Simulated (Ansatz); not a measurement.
## ZrO2: equation of state with PBE

Crystal: ZrO2.

```
Zr O
1.0
     0.00000    2.54507    2.54507
     2.54507    0.00000    2.54507
     2.54507    2.54507    0.00000
Zr O
1 2
Direct
  0.00000 0.00000 0.00000
  0.75000 0.75000 0.75000
  0.25000 0.25000 0.25000
```

Measurements of this composition are mostly on another form, of space group No. 14.

```
Program             : Ansatz 0.2.0
Task                : equation of state
Functional          : PBE
Potentials or basis : all-electron LAPW, scalar-relativistic
Basis error allowed : 0.001 eV/atom
k mesh              : 9 × 9 × 9
Occupations         : fermi-dirac, width 0.05 eV
Spin                : no spin polarisation
```

- Equilibrium volume: 11.16 Å³/atom
- Bulk modulus: 236 GPa
- Pressure derivative of the bulk modulus: 4.2

Energy against volume, from the lowest point:
```tsv
volume (Å³/atom)	energy (meV/atom)
10.331	51.38
10.551	26.62
10.770	10.35
10.990	1.72
11.210	0.00
11.430	4.51
11.650	14.64
```

All runs of the series together: 52 s on 2 threads of Arm Neoverse V1 (shared host).
